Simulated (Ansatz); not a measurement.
# GaN: the cost of one run

Program: Ansatz 0.2.0. Level of theory: DFT PBE, scalar-relativistic, plane waves, PAW. These are calculated values, not measurements.

5 further runs of the same task are left out: 2 that didn't finish, 3 set aside as unsound or not needed.

### Step 1. Starting point

The structure is cubic, space group F-43m (No. 216). Conventional cell: a = 4.548 Å, b = 4.548 Å, c = 4.548 Å, α = 90.00°, β = 90.00°, γ = 90.00°. Ga (site symmetry -43m) has 4 N at 1.97 Å as nearest neighbours. N (site symmetry -43m) has 4 Ga at 1.97 Å as nearest neighbours.

Structure file:

```xyz
2
Lattice="0.0000 2.2742 2.2742 2.2742 0.0000 2.2742 2.2742 2.2742 0.0000" Properties=species:S:1:pos:R:3 pbc="T T T"
Ga    0.0000    0.0000    0.0000
N     3.4114    3.4114    3.4114
```

It goes back to an entry of the Materials Project.

It is the result of an earlier relaxation at this level (volume 11.76 Å³/atom; gap on the mesh: 1.54 eV).

### Step 2. Phonons at Γ, at rest

input.yaml reads:

```yaml
crystal:
  lattice:
    - [0.0, 2.2742384991, 2.2742384991]
    - [2.2742384991, 0.0, 2.2742384991]
    - [2.2742384991, 2.2742384991, 0.0]
  atoms:
    - { symbol: Ga, position: [0.0, 0.0, 0.0] }
    - { symbol: "N", position: [0.75, 0.75, 0.75] }
basis:
  ecutwfc: 420
kpoints:
  mp_grid: { grid: [10, 10, 10] }
hamiltonian:
  xc: pbe
scf:
  occupations: { method: fixed }
output:
  eigenvalues: true
phonons:
  method: dfpt
  dielectric: true
  rigid_motions: translations
  eigenvectors: true
```

On the command line:

```sh
$ ansatz run input.yaml --threads 1 --pin off --max-ram 3072MiB --backend cpu --events-out ev --progress --plain --runs-dir out
```

**Question.** How long does this run take on 1 thread of Arm Neoverse V1, shared host, and how much memory does it need?

About 55 s, with a peak of 0.53 GiB.
